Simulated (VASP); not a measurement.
Set up this calculation in VASP 6.6.1, as the native input.

| Property | Result |
| --- | --- |
| Task | single point |
| Functional | PBEsol |
| Potentials or basis | VASP PAW PBE potentials, release 64 (Ti_sv) |
| Cutoff | 520 eV |
| k mesh | 9 × 9 × 4 |
| Occupations | fermi-dirac, width 0.1 eV |
| Spin | no spin polarisation |
| Dipole correction | no |
| Further INCAR settings | ALGO = Normal; EDIFF = 1e-06; NBANDS = 12 |

The structure of Ti lies in POSCAR:

```
Ti
1.0
    3.0710600000      0.0000000000      0.0000000000
   -1.5355300000      2.6596200000      0.0000000000
    0.0000000000      0.0000000000      6.5652900000
Ti
1
Direct
    0.0000000000      0.0000000000      0.5000000000
```

This isn't the form of Ti at room conditions, which is hcp.

These files were run (other wordings do the same):

INCAR

```
SYSTEM = Ti
ALGO = Normal ; EDIFF = 1E-6
ENCUT = 520 ; GGA = PS
ISIF = 2 ; ISMEAR = -1
LASPH = .TRUE. ; LCHARG = .FALSE.
LREAL = .FALSE. ; LWAVE = .FALSE.
NBANDS = 12 ; NELM = 60
PREC = Accurate ; SIGMA = 0.1
```

KPOINTS

```
k-points
0
G
  9 9 4
  0 0 0
```

Potentials or basis: VASP PAW PBE potentials, release 64 (Ti_sv).

Run with:

```bash
$ cat potpaw_PBE.64/Ti_sv/POTCAR > POTCAR
$ mpirun -np 1 vasp_std > vasp.out
```

Results of the run:

```json
{"Pressure": "-7.1 GPa", "Band gap on the k mesh": "none (metal or under the smearing width)"}
```

Caveat: the PAW data sets were made with another functional, which shifts forces and pressure a little.

Run time: 8.9 s on 1 thread of Intel(R) Xeon(R) 6975P-C (Granite Rapids), on a shared host, peak memory 0.17 GiB.
